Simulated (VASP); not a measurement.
# Cu (P6_3/mmc) in VASP: further runs

One crystal, Cu, is run at these levels: PBE, LDA, r2SCAN; tasks: single point, relaxation of cell and atoms.

All numbers are computed with VASP 6.6.1; they aren't measurements. Logs are shortened: lines on timing, memory, paths and dates and some standing lists are left out, and cuts for length are marked.

### 1 The structure

Symmetry: P6_3/mmc, No. 194, hexagonal system. The conventional cell has a = 2.534 Å, b = 2.534 Å, c = 4.113 Å, α = 90.00°, β = 90.00°, γ = 120.00°. Cu (site symmetry -6m2) has 12 Cu at 2.52 to 2.53 Å as nearest neighbours.

This isn't the form of Cu at room conditions, which is fcc.

### 2 Single point, PBE

INCAR

```
SYSTEM = Cu
PREC = Accurate ; ENCUT = 600
EDIFF = 1E-6 ; ISMEAR = -1
SIGMA = 0.15 ; LREAL = .FALSE.
LASPH = .TRUE. ; NELM = 100
ALGO = Normal ; ISIF = 2
LWAVE = .FALSE. ; LCHARG = .FALSE.
GGA = PE ; NBANDS = 18
ADDGRID = .FALSE.
```

KPOINTS

```
Automatic mesh
0
G
  12 12 7
  0 0 0
```

POSCAR

```
Cu
1.0
    2.5340966698      0.0000000000      0.0000000000
   -1.2670483349      2.1945920917      0.0000000000
    0.0000000000      0.0000000000      4.1125710000
Cu
2
Direct
    0.6666666667      0.3333333333      0.7500000000
    0.3333333333      0.6666666667      0.2500000000
```

Potentials or basis: VASP PAW PBE potentials, release 64 (Cu).

Command:

```sh
$ cat potpaw_PBE.64/Cu/POTCAR > POTCAR
$ mpirun -np 1 vasp_std > vasp.out
```

OUTCAR:

```text
SYSTEM = Cu
   PREC = Accurate
   ENCUT = 600
   EDIFF = 1E-6
   ISMEAR = -1
   LREAL = .FALSE.
   LASPH = .TRUE.
   NELM = 100
   ISIF = 2
   GGA = PE

 Found     76 irreducible k-points:

 Following reciprocal coordinates:
            Coordinates               Weight
  0.000000  0.000000  0.000000      1.000000
  0.083333  0.000000  0.000000      6.000000
  0.166667  0.000000  0.000000      6.000000
  0.250000 -0.000000  0.000000      6.000000
  0.333333 -0.000000  0.000000      6.000000
  0.416667 -0.000000  0.000000      6.000000
   k-points           NKPTS =     76   k-points in BZ     NKDIM =     76   number of bands    NBANDS=     18
   number of dos      NEDOS =    301   number of ions     NIONS =      2
   total plane-waves  NPLWV =  14400
   dimension x,y,z NGX =    20 NGY =   20 NGZ =   36
   dimension x,y,z NGXF=    40 NGYF=   40 NGZF=   72
   ions per type =               2
   NGX,Y,Z   is equivalent  to a cutoff of  13.12, 13.12, 14.55 a.u.
   NGXF,Y,Z  is equivalent  to a cutoff of  26.24, 26.24, 29.11 a.u.
 SYSTEM =  Cu
   PREC   = accura    normal or accurate (medium, high low for compatibility)
   ISTART =      0    job   : 0-new  1-cont  2-samecut
   ICHARG =      2    charge: 1-file 2-atom 10-const
   ISPIN  =      1    spin polarized calculation?
   LNONCOLLINEAR =      F non collinear calculations
   LSORBIT =      F    spin-orbit coupling
   LASPH  =      T    aspherical Exc in radial PAW
   ENCUT  =  600.0 eV  44.10 Ry    6.64 a.u.   5.06  5.06  8.21*2*pi/ulx,y,z
   NELM   =    100;   NELMIN=  2; NELMDL= -5     # of ELM steps
   EDIFF  = 0.1E-05   stopping-criterion for ELM
   LREAL  =      F    real-space projection
   EDIFFG = 0.1E-04   stopping-criterion for IOM
   NSW    =      0    number of steps for IOM
   IBRION =     -1    ionic relax: 0-MD 1-quasi-New 2-CG
   NFREE  =      0    steps in history (QN), initial steepest desc. (CG)
   ISIF   =      2    stress and relaxation
   ISYM   =      2    0-nonsym 1-usesym 2-fastsym
   POTIM  = 0.5000    time-step for ionic-motion
   TEBEG  =    0.0;   TEEND  =   0.0 temperature during run
   PSTRESS=    0.0 pullay stress
   NELECT =      22.0000    total number of electrons
   NUPDOWN=      -1.0000    fix difference up-down
   EMIN   =  10.00;   EMAX   =-10.00  energy-range for DOS
   EFERMI =   0.00;   METHOD = LEGACY
   ISMEAR =    -1;   SIGMA  =   0.15  broadening in eV -4-tet -1-fermi 0-gaus
   EFERMI_NEDOS =   21; number of points for ismear=-14 and -15
   IALGO  =     38    algorithm
   IMIX   =      4    mixing-type and parameters
     AMIX     =   0.40;   BMIX     =  1.00
     AMIX_MAG =   1.60;   BMIX_MAG =  1.00
  volume/ion in A,a.u.               =      11.44        77.17
  Fermi-wavevector in a.u.,A,eV,Ry     =   1.616041  3.053874 35.532800  2.611587
  Thomas-Fermi vector in A             =   2.710691
   LORBIT       =      0    0 simple, 1 ext, 2 COOP (PROOUT), +10 PAW based schemes
   GGA     = PE    functional components
   LHFCALC =     F    Hartree Fock is set to
   AEXX    =    0.0000 exact exchange contribution
   IVDW    =     0    specifies the selected vdW correction
   LEPSILON=     F    determine dielectric tensor
   LRPA    =     F    only Hartree local field effects (RPA)
 non-spin polarized calculation
  energy-cutoff  :      600.00
  volume of cell :       22.87
 maximum number of plane-waves:       774
   NGX = 11   NGY = 11   NGZ = 17

 number of electron      21.9999991 magnetization

 Free energy of the ion-electron system (eV)
  ---------------------------------------------------
  ext. energy  EPLUGINS =         0.00000000
  ---------------------------------------------------
  free energy    TOTEN  =        -7.42752818 eV

  energy without entropy =       -7.37210450  energy(sigma->0) =       -7.39981634

 E-fermi :   7.9740     XC(G=0): -12.9145

 val. band max:        7.9724741092   @ k =   0.5000  -0.0000   0.0000
 cond. band min:       8.0301398879   @ k =   0.2500   0.1667   0.4286
 fundamental gap:      0.0576657787
 Fermi energy:         7.9740325851

 k-point     1 :       0.0000    0.0000    0.0000
  band No.  band energies     occupation
      1      -1.6081      2.00000
      2       2.7376      2.00000
      3       4.8776      2.00000
      4       4.9190      2.00000
      5       4.9190      2.00000
      6       5.1424      2.00000
[... 10 lines left out ...]
     17      31.7555      0.00000
     18      31.7558      0.00000

 k-point     2 :       0.0833    0.0000    0.0000
  band No.  band energies     occupation
      1      -1.3795      2.00000
      2       2.8679      2.00000
      3       4.7373      2.00000
      4       5.0034      2.00000
      5       5.0332      2.00000
      6       5.1067      2.00000
[... 10 lines left out ...]
     17      32.7268      0.00000
     18      32.8685      0.00000

 k-point     3 :       0.1667    0.0000    0.0000
  band No.  band energies     occupation
      1      -0.7096      2.00000
      2       3.1967      2.00000
      3       4.5376      2.00000
      4       4.7224      2.00000
      5       4.9723      2.00000
      6       5.2396      2.00000
[... 10 lines left out ...]
     17      30.0131      0.00000
     18      31.8827      0.00000

 k-point     4 :       0.2500   -0.0000    0.0000
  band No.  band energies     occupation
      1       0.3399      2.00000
      2       3.4964      2.00000
      3       4.1720      2.00000
      4       4.3977      2.00000
      5       4.8895      2.00000
      6       5.0860      2.00000
[... 10 lines left out ...]
     17      26.6185      0.00000
     18      29.0028      0.00000

 k-point     5 :       0.3333   -0.0000    0.0000
  band No.  band energies     occupation
      1       1.5973      2.00000
      2       3.4982      2.00000
      3       3.7879      2.00000
      4       4.4337      2.00000
      5       4.9465      2.00000
      6       4.9747      2.00000
[... 10 lines left out ...]
     17      23.8332      0.00000
     18      27.8118      0.00000

 k-point     6 :       0.4167   -0.0000    0.0000
  band No.  band energies     occupation
      1       2.6277      2.00000
      2       3.3547      2.00000
      3       3.5652      2.00000
      4       4.6434      2.00000
      5       4.8507      2.00000
      6       4.9869      2.00000
[... 10 lines left out ...]
     17      21.5624      0.00000
     18      27.4139      0.00000

 [... further k-points ...]

------------------------ aborting loop because EDIFF is reached ----------------------------------------

  FORCE on cell =-STRESS in cart. coord.  units (eV):
  Direction    XX          YY          ZZ          XY          YZ          ZX
  --------------------------------------------------------------------------------------
  -------------------------------------------------------------------------------------
  Total        1.1171898      1.1171898      1.3042171      0.0000000      0.0000000      0.0000000
  in kB       78.2613161     78.2613161     91.3629430      0.0000000      0.0000000      0.0000000
  external PRESSURE =      82.6285251 kB  Pullay stress =       0.0000000 kB

 VOLUME and BASIS-vectors are now :
 -----------------------------------------------------------------------------
  energy-cutoff  :      600.00
  volume of cell :       22.87
      direct lattice vectors                 reciprocal lattice vectors
     2.534096670  0.000000000  0.000000000     0.394617937  0.227832772  0.000000000
    -1.267048335  2.194592092  0.000000000     0.000000000  0.455665544  0.000000000
     0.000000000  0.000000000  4.112571000     0.000000000  0.000000000  0.243156896

 POSITION                                       TOTAL-FORCE (eV/Angst)
 -----------------------------------------------------------------------------------
      1.26705      0.73153      3.08443        -0.000000     -0.000000      0.000000
     -0.00000      1.46306      1.02814         0.000000      0.000000      0.000000
 -----------------------------------------------------------------------------------
    total drift:                               -0.000000      0.000000     -0.000000

  FREE ENERGIE OF THE ION-ELECTRON SYSTEM (eV)
  ---------------------------------------------------
  free  energy   TOTEN  =        -7.4275281829 eV

  energy  without entropy=       -7.3721045008  energy(sigma->0) =       -7.39981634
```

Run time: 30 s. Hardware: 1 thread of AMD EPYC 7R13 (Zen 3), shared host; peak memory 0.12 GiB.

The run converged, but some of its settings lie outside the range that counts as converged, so its numbers aren't taken as properties of the crystal.

What came out:

```
Free energy            : -7.4275 eV
Pressure               : 8.3 GPa
Band gap on the k mesh : none (metal or under the smearing width)
```

### 3 Single point, PBE

INCAR: that of step 2 with these lines changed.

```diff
@@ -1,3 +1,3 @@
 SYSTEM = Cu
-PREC = Accurate ; ENCUT = 600
+PREC = Accurate ; ENCUT = 500
 EDIFF = 1E-6 ; ISMEAR = -1
```

KPOINTS

```
Automatic mesh
0
G
  15 15 8
  0 0 0
```

POSCAR is that of step 2.

Potentials or basis: VASP PAW PBE potentials, release 64 (Cu).

Command:

```sh
$ cat potpaw_PBE.64/Cu/POTCAR > POTCAR
$ mpirun -np 1 vasp_std > vasp.out
```

OUTCAR:

```text
SYSTEM = Cu
   PREC = Accurate
   ENCUT = 500
   EDIFF = 1E-6
   ISMEAR = -1
   LREAL = .FALSE.
   LASPH = .TRUE.
   NELM = 100
   ISIF = 2
   GGA = PE

 Found    135 irreducible k-points:

 Following reciprocal coordinates:
            Coordinates               Weight
  0.000000  0.000000  0.000000      1.000000
  0.066667  0.000000  0.000000      6.000000
  0.133333 -0.000000  0.000000      6.000000
  0.200000 -0.000000  0.000000      6.000000
  0.266667 -0.000000  0.000000      6.000000
  0.333333 -0.000000  0.000000      6.000000
   k-points           NKPTS =    135   k-points in BZ     NKDIM =    135   number of bands    NBANDS=     18
   number of dos      NEDOS =    301   number of ions     NIONS =      2
   total plane-waves  NPLWV =   9720
   dimension x,y,z NGX =    18 NGY =   18 NGZ =   30
   dimension x,y,z NGXF=    36 NGYF=   36 NGZF=   60
   ions per type =               2
   NGX,Y,Z   is equivalent  to a cutoff of  11.81, 11.81, 12.13 a.u.
   NGXF,Y,Z  is equivalent  to a cutoff of  23.62, 23.62, 24.25 a.u.
 SYSTEM =  Cu
   PREC   = accura    normal or accurate (medium, high low for compatibility)
   ISTART =      0    job   : 0-new  1-cont  2-samecut
   ICHARG =      2    charge: 1-file 2-atom 10-const
   ISPIN  =      1    spin polarized calculation?
   LNONCOLLINEAR =      F non collinear calculations
   LSORBIT =      F    spin-orbit coupling
[... 52 lines left out ...]

 val. band max:        8.0104312642   @ k =   0.1333   0.1333   0.2500
 cond. band min:       8.0804538158   @ k =   0.4667   0.0667   0.2500
 fundamental gap:      0.0700225516
 Fermi energy:         8.0325017128

 k-point     1 :       0.0000    0.0000    0.0000
  band No.  band energies     occupation
      1      -1.6082      2.00000
      2       2.7374      2.00000
      3       4.8788      2.00000
      4       4.9147      2.00000
      5       4.9147      2.00000
      6       5.1380      2.00000
[... 103 lines left out ...]
      5       4.9473      2.00000
      6       4.9736      2.00000
[... 10 lines left out ...]
     17      23.8305      0.00000
     18      27.8115      0.00000

 [... further k-points ...]

------------------------ aborting loop because EDIFF is reached ----------------------------------------

  FORCE on cell =-STRESS in cart. coord.  units (eV):
  Direction    XX          YY          ZZ          XY          YZ          ZX
  --------------------------------------------------------------------------------------
  -------------------------------------------------------------------------------------
  Total        0.9876973      0.9876973      1.3932272      0.0000000      0.0000000     -0.0000000
  in kB       69.1901171     69.1901171     97.5982722      0.0000000      0.0000000     -0.0000000
  external PRESSURE =      78.6595021 kB  Pullay stress =       0.0000000 kB

 VOLUME and BASIS-vectors are now :
 -----------------------------------------------------------------------------
  energy-cutoff  :      500.00
  volume of cell :       22.87
      direct lattice vectors                 reciprocal lattice vectors
     2.534096670  0.000000000  0.000000000     0.394617937  0.227832772  0.000000000
    -1.267048335  2.194592092  0.000000000     0.000000000  0.455665544  0.000000000
     0.000000000  0.000000000  4.112571000     0.000000000  0.000000000  0.243156896

 POSITION                                       TOTAL-FORCE (eV/Angst)
 -----------------------------------------------------------------------------------
      1.26705      0.73153      3.08443         0.000000     -0.000000      0.000000
     -0.00000      1.46306      1.02814        -0.000000      0.000000      0.000000
 -----------------------------------------------------------------------------------
    total drift:                               -0.000000      0.000000     -0.000000

  FREE ENERGIE OF THE ION-ELECTRON SYSTEM (eV)
  ---------------------------------------------------
  free  energy   TOTEN  =        -7.4355126295 eV

  energy  without entropy=       -7.3919273898  energy(sigma->0) =       -7.41372001
```

OSZICAR:

```text
N       E                     dE             d eps       ncg     rms          rms(c)
DAV:   1     0.116533726836E+03    0.11653E+03   -0.10321E+04  5404   0.215E+03
DAV:   2    -0.344811305451E+01   -0.11998E+03   -0.11358E+03  4866   0.280E+02
DAV:   3    -0.922030473132E+01   -0.57722E+01   -0.55926E+01  5478   0.837E+01
DAV:   4    -0.928272897217E+01   -0.62424E-01   -0.62382E-01  5746   0.923E+00
DAV:   5    -0.928350944079E+01   -0.78047E-03   -0.78044E-03  5950   0.899E-01    0.110E+01
DAV:   6    -0.814056558271E+01    0.11429E+01   -0.10919E+01  5172   0.960E+01    0.534E+00
DAV:   7    -0.746132004161E+01    0.67925E+00   -0.21303E+00  5266   0.390E+01    0.804E-01
DAV:   8    -0.743947878156E+01    0.21841E-01   -0.16221E-02  5884   0.161E+00    0.474E-01
DAV:   9    -0.743548111269E+01    0.39977E-02   -0.62392E-03  5652   0.228E+00    0.304E-02
DAV:  10    -0.743551173467E+01   -0.30622E-04   -0.20150E-04  7190   0.190E-01    0.565E-03
DAV:  11    -0.743551262954E+01   -0.89487E-06   -0.91502E-07  4224   0.192E-02
   1 F= -.74355126E+01 E0= -.74137200E+01  d E =-.435852E-01
```

stdout:

```text
POSCAR found type information on POSCAR Cu
 POSCAR found :  1 types and       2 ions
 scaLAPACK will be used
 LDA part: xc-table for (Slater+PW92), standard interpolation
 POSCAR, INCAR and KPOINTS ok, starting setup
 FFT: planning ... GRIDC
 FFT: planning ... GRID_SOFT
 FFT: planning ... GRID
 WAVECAR not read
 entering main loop
```

Wall time 42 s (1 thread of AMD EPYC 7R13 (Zen 3), shared host); peak memory 0.12 GiB.

These settings aren't checked as converged: the numbers below hold their error.

Results:

```
Free energy            : -7.4355 eV
Pressure               : 7.9 GPa
Band gap on the k mesh : none (metal or under the smearing width)
```

### 4 Relaxation of cell and atoms, LDA

INCAR

```
PREC = Accurate
ENCUT = 600
EDIFF = 1E-6
ISMEAR = -1
SIGMA = 0.05
LREAL = False
LASPH = True
NELM = 100
ALGO = Normal
ISIF = 3
LWAVE = False
LCHARG = False
IBRION = 2
NSW = 40
EDIFFG = -0.02
```

KPOINTS

```
regular mesh
0
Gamma
  10 10 6
```

POSCAR is that of step 3.

Potentials or basis: VASP PAW LDA potentials, release 64 (Cu).

Command:

```sh
$ cat potpaw_LDA.64/Cu/POTCAR > POTCAR
$ mpirun -np 1 vasp_std > vasp.out
```

Run time: 23 s. Hardware: 1 thread of Intel Xeon Platinum 8488C (Sapphire Rapids), shared host; peak memory 0.14 GiB.

Results (log left out):

- Free energy: -9.3812 eV
- Relaxed volume: 10.96 Å³/atom
- Relaxed cell: a = 2.499 Å, b = 2.499 Å, c = 4.053 Å, α = 90.00°, β = 90.00°, γ = 120.00°
- Space group after relaxing (to 0.05 Å): P6_3/mmc (No. 194)
- Energy gained by relaxing: 10.6 meV/atom
- Ionic steps: 3
- Pressure after relaxing: 0.1 GPa
- Band gap on the k mesh: none (metal or under the smearing width)

Stress tensor (GPa, compression positive):
```
0.15 0.00 0.00
0.00 0.15 0.00
0.00 0.00 0.03
```

The path:
```tsv
step	energy change (eV)	largest force (eV/Å)	pressure (GPa)	volume (Å³)
1	0.0000	0.0000	-6.56	22.87
2	-0.0124	0.0000	5.13	21.36
3	-0.0213	0.0000	0.11	21.91
```

Final structure:
```yaml
crystal:
  lattice:
    - [2.49854, 0.00000, 0.00000]
    - [-1.24927, 2.16380, 0.00000]
    - [0.00000, 0.00000, 4.05314]
  atoms:
    - { symbol: Cu, position: [0.66667, 0.33333, 0.75000] }
    - { symbol: Cu, position: [0.33333, 0.66667, 0.25000] }
```

Levels at points of the mesh, in eV from the Fermi level:
| k point | band 9 | band 10 | band 11 | band 12 | band 13 | band 14 |
| --- | --- | --- | --- | --- | --- | --- |
| (0.00, 0.00, 0.00) | -2.62 | -1.75 | -1.75 | -1.05 | 4.31 | 22.06 |
| (0.50, 0.00, 0.00) | -1.59 | -1.54 | 0.07 | 1.76 | 8.21 | 8.67 |
| (0.00, 0.00, 0.50) | -2.01 | -2.01 | -2.01 | -2.01 | 13.35 | 13.35 |
| (0.50, 0.00, 0.50) | -1.59 | -1.59 | 0.50 | 0.50 | 5.31 | 5.31 |

### 5 Relaxation of cell and atoms, r2SCAN

INCAR

```
SYSTEM = Cu
  ALGO = Normal
  EDIFF = 1E-6
  EDIFFG = -0.005
  ENCUT = 600
  IBRION = 2
  ISIF = 3
  ISMEAR = -1
  LASPH = .TRUE.
  LCHARG = .FALSE.
  LMIXTAU = .TRUE.
  LREAL = .FALSE.
  LWAVE = .FALSE.
  METAGGA = R2SCAN
  NELM = 80
  NSW = 40
  PREC = Accurate
  SIGMA = 0.05
```

KPOINTS

```
k-points
0
G
  10 10 6
  0 0 0
```

POSCAR is that of step 4.

Potentials or basis: VASP PAW PBE potentials, release 64 (Cu).

Command:

```sh
$ cat potpaw_PBE.64/Cu/POTCAR > POTCAR
$ mpirun -np 1 vasp_std > vasp.out
```

It took 7.4 min on 1 thread of Intel Xeon Platinum 8259CL at 2.50GHz (Skylake/Cascade Lake), shared host; peak memory 0.15 GiB.

Results (log left out):

```yaml
Free_energy: -21.6201 eV
Relaxed_volume: 11.52 Å³/atom
Relaxed_cell: a = 2.541 Å, b = 2.541 Å, c = 4.119 Å, α = 90.00°, β = 90.00°, γ = 120.00°
Space_group_after_relaxing_to_0.05_Å: P6_3/mmc (No. 194)
Energy_gained_by_relaxing: 0.3 meV/atom
Ionic_steps: 7
Pressure_after_relaxing: 0.0 GPa
Band_gap_on_the_k_mesh: none (metal or under the smearing width)
```

Stress tensor (GPa, compression positive):
```
 0.07  0.00  0.00
 0.00  0.07  0.00
 0.00  0.00 -0.06
```

The path:
```tsv
step	energy change (eV)	largest force (eV/Å)	pressure (GPa)	volume (Å³)
1	0.0000	0.0000	1.78	22.87
2	0.0006	0.0000	-1.69	23.29
3	-0.0007	0.0000	-0.02	23.04
4	-0.0007	0.0000	-0.03	23.03
5	-0.0005	0.0000	0.58	22.95
6	-0.0007	0.0000	0.00	23.03
7	-0.0007	0.0000	0.02	23.03
```

Final structure:
```xyz
2
Lattice="2.5410 0.0000 0.0000 -1.2705 2.2006 0.0000 0.0000 0.0000 4.1187" Properties=species:S:1:pos:R:3 pbc="T T T"
Cu    1.2705    0.7335    3.0890
Cu    0.0000    1.4671    1.0297
```

Levels at points of the mesh, in eV from the Fermi level:
| k point | band 8 | band 9 | band 10 | band 11 | band 12 | band 13 | band 14 | band 15 |
| --- | --- | --- | --- | --- | --- | --- | --- | --- |
| (0.00, 0.00, 0.00) | -2.58 | -2.58 | -1.77 | -1.77 | -0.96 | 4.30 | 22.34 | 23.08 |
| (0.50, 0.00, 0.00) | -1.68 | -1.62 | -1.57 | 0.05 | 1.76 | 8.36 | 8.89 | 11.30 |
| (0.00, 0.00, 0.50) | -3.12 | -2.01 | -2.01 | -2.01 | -2.01 | 13.49 | 13.49 | 23.10 |
| (0.50, 0.00, 0.50) | -1.95 | -1.61 | -1.61 | 0.57 | 0.57 | 5.30 | 5.30 | 17.16 |

Caveat: the PAW data sets were made with another functional, which shifts forces and pressure a little.
